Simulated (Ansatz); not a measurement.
Thermal properties of BP from its phonons

Method: Ansatz 0.2.0, DFT PBE, scalar-relativistic, plane waves, PAW. Cutoff 420 eV, 12×12×12 k-points (Γ-centred), fixed occupations. No spin polarisation. Phonons by linear response, acoustic sum rule imposed.

The cell, relaxed at this level:
```yaml
crystal:
  lattice:
    - [0.00000, 2.27419, 2.27419]
    - [2.27419, 0.00000, 2.27419]
    - [2.27419, 2.27419, 0.00000]
  atoms:
    - { symbol: B, position: [0.00000, 0.00000, 0.00000] }
    - { symbol: P, position: [0.25000, 0.25000, 0.25000] }
```

It was relaxed at this level from a cell as deposited in COD.

Force constants from linear response on a 4×4×4 q mesh, interpolated to a fine mesh.

Phonon density of states, in bins of 20 cm⁻¹:
(bin centre (cm⁻¹), share of modes (%)): (10, 0.0), (30, 0.0), (50, 0.0), (70, 0.1), (90, 0.2), (110, 0.2), (130, 0.4), (150, 0.5), (170, 0.7), (190, 1.1), (210, 1.6), (230, 3.0), (250, 3.3), (270, 3.7), (290, 4.1), (310, 5.1), (330, 3.8), (350, 3.1), (370, 2.6), (390, 2.5), (410, 2.1), (430, 2.3), (450, 4.4), (470, 3.1), (490, 1.7), (510, 0.5), (530, 0.0), (550, 0.0), (570, 0.0), (590, 0.0), (610, 0.0), (630, 0.0), (650, 0.0), (670, 3.5), (690, 3.8), (710, 9.2), (730, 7.1), (750, 6.0), (770, 14.8), (790, 5.1), (810, 0.5)

(1) How much zero-point energy does an atom carry?

(2) How large are the vibrational entropy and heat capacity at 300 K?

(3) Tabulate them against temperature.

## Answers

(1) 100.0 meV.

(2) S = 1.22 k_B and C_V = 1.78 k_B per atom, 59 % of the Dulong–Petit value.

(3)
```
T (K)  F_vib (meV/atom)  S (k_B/atom)  C_V (k_B/atom)
  100              99.7          0.13            0.36
  200              96.6          0.63            1.16
  300              88.7          1.22            1.78
  400              75.7          1.79            2.18
  500              57.9          2.31            2.42
  600              36.1          2.76            2.58
  700              10.5          3.17            2.68
  800             -18.4          3.53            2.75
  900             -50.3          3.86            2.80
 1000             -84.9          4.16            2.83
```
